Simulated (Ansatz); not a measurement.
# Ti3SiC2 under a change: strain tensor (xx, yy, zz, yz, xz, xy) = (+0.02, +2.23, +1.42, +0.80, +0.99, −0.31) %

The parent structure is Ti$_{3}$SiC$_{2}$ (space group P6_3/mmc, No. 194; a = 3.073 Å, c = 17.723 Å). Axes: x lies along a and z along c of the hexagonal cell.

Now apply this change: strain tensor (xx, yy, zz, yz, xz, xy) = (+0.02, +2.23, +1.42, +0.80, +0.99, −0.31) %; the atoms relax in the strained cell.

All numbers come from Ansatz (an electronic-structure program) PBE, scalar-relativistic without spin-orbit coupling. k-mesh 14×14×3 (Γ-centred); smearing 0.05 eV (Fermi–Dirac).

* **Volume per atom**: 12.52 Å³ (base 12.08 Å³)
* **Shortest interatomic distance**: 2.087 Å (base 2.092 Å)
* **Energy relative to the base (free energy F)**: +15 meV/atom
* **Pressure (mean of the normal stresses, compression positive)**: -6.0 GPa (base 0.0 GPa)
* **Band gap**: zero (base zero)
* **Largest internal atomic displacement**: 0.034 Å
* **Stress (xx, yy, zz, yz, xz, xy; compression positive)**: (-3.0, -8.6, -6.3, -2.1, -2.7, 0.8) GPa (rough)

Final structure:

```xyz
12
Lattice="3.0734 -0.0095 0.0304 -1.5449 2.7252 0.0061 0.1755 0.1418 17.9745" Properties=species:S:1:pos:R:3 pbc="T T T"
Ti     0.0000     0.0000     0.0000
Ti     0.0877     0.0709     8.9873
Ti     0.0007     1.8203     2.4172
Ti     1.6252     0.9755    11.4130
Ti     1.7032     1.0372    15.5938
Ti     0.0787     1.8820     6.5980
Si     0.0527     0.0492     4.4929
Si     0.1228     0.0926    13.4816
C      0.0869     1.8897    10.2969
C      1.5392     0.9058     1.3173
C      1.6170     0.9678     7.7142
C      0.1647     1.9517    16.6938
```

Cost of the whole job for the changed cell (relaxation, final SCF and bands): roughly 12 core-minutes.

Without a gap, meshes like the base's 14×14×3 leave anisotropic stresses uncertain by several tenths of a GPa, and small strain energies with them. No phonon test of stability was made. All final runs are without spin polarisation.
